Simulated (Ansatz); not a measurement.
# IrO2: the cost of one run

Computed with Ansatz 0.2.0 (DFT PBE+U, PAW, plane waves, scalar-relativistic; U − J = 1.6 eV on Ir d, unless a step's input says otherwise).

A COD entry behind a cell of this session may itself be a prediction, so a difference from it is no test against experiment.

### 1 The structure to begin with

The structure is tetragonal, space group P4_2/mnm (No. 136). Conventional cell: a = 4.505 Å, b = 4.505 Å, c = 3.159 Å, α = 90.00°, β = 90.00°, γ = 90.00°. Around Ir (site symmetry mmm) lie 6 O at 1.96 to 2.00 Å. O (site symmetry m2m) has 3 Ir at 1.96 to 2.00 Å as nearest neighbours.

Coordinates:

```cif
data_structure
_symmetry_space_group_name_H-M 'P 1'
_symmetry_Int_Tables_number 1
_cell_length_a 4.5051
_cell_length_b 4.5051
_cell_length_c 3.1586
_cell_angle_alpha 90.000
_cell_angle_beta 90.000
_cell_angle_gamma 90.000
_cell_volume 64.11
loop_
_atom_site_label
_atom_site_type_symbol
_atom_site_fract_x
_atom_site_fract_y
_atom_site_fract_z
_atom_site_occupancy
Ir1 Ir 0.00000 0.00000 0.00000 1
Ir2 Ir 0.50000 0.50000 0.50000 1
O1 O 0.30770 0.30770 0.00000 1
O2 O 0.19230 0.80770 0.50000 1
O3 O 0.69230 0.69230 0.00000 1
O4 O 0.80770 0.19230 0.50000 1
```

Atoms are counted from 1 in the order of input.yaml (O6 and so on).

Known so far: 8 plain starts ended in 2 states. The lowest came from “parallel moments scaled by 0.1, plain SCF [Ir1 0.10, Ir2 0.10 μB]”: weakly magnetic, site moments Ir1 0.09, Ir2 0.09 μB, total 0.44 μB per cell, no gap on the k-mesh, free energy -26132.7644 eV.

Runs to come: parallel moments, default search for lower states; opposed moments +-, default search for lower states; whole orbital fillings typed, symmetry off, plain SCF; the moments typed in its input, symmetry off, plain SCF; the moments typed in its input, standard search for lower states.

A plain SCF has the search for lower states switched off and ends at the first converged state. The default search runs further SCF cycles only where the state itself hints at a lower one. The standard and full searches may also try other magnetic orders and fillings, and need not reach the lowest state. With a search on, the program may also reshape the start on open shells. Ends within 0.2 meV/atom and 0.1 μB count as one state.

The total moment includes the space between the atomic spheres.

### 2 Parallel moments, default search for lower states

input.yaml reads:

```yaml
crystal:
  lattice:
    - [4.5051, 0.0, 0.0]
    - [0.0, 4.5051, 0.0]
    - [0.0, 0.0, 3.1586]
  atoms:
    - { symbol: Ir, position: [0.0, 0.0, 0.0], spin: 1.0 }
    - { symbol: Ir, position: [0.5, 0.5, 0.5], spin: 1.0 }
    - { symbol: O, position: [0.3077, 0.3077, 0.0] }
    - { symbol: O, position: [0.1923, 0.8077, 0.5] }
    - { symbol: O, position: [0.6923, 0.6923, 0.0] }
    - { symbol: O, position: [0.8077, 0.1923, 0.5] }
magnetization:
  spin_polarized: true
hamiltonian:
  xc: pbe
  pseudopotentials: { kind: paw }
  hubbard: { sites: [{ species: Ir, l: d, u_eff: 1.6 }] }
basis:
  ecutwfc: 420
kpoints:
  mp_grid: { grid: [5, 5, 7] }
scf:
  occupations: { method: fermi_dirac, width: 0.03 }
output:
  forces: true
  stress: true
  write_density: true
  write_potential: true
  elf: true
  volumetric_format: npy
```

Launch:

```bash
> ansatz run input.yaml --threads 2 --pin off --max-ram 5120MiB --backend cpu --events-out ev --progress --plain --runs-dir out
```

Q: Estimate wall time and peak memory on 2 threads of Intel Xeon 6975P-C (Granite Rapids), shared host.

About 7.2 s, with a peak of 0.49 GiB.
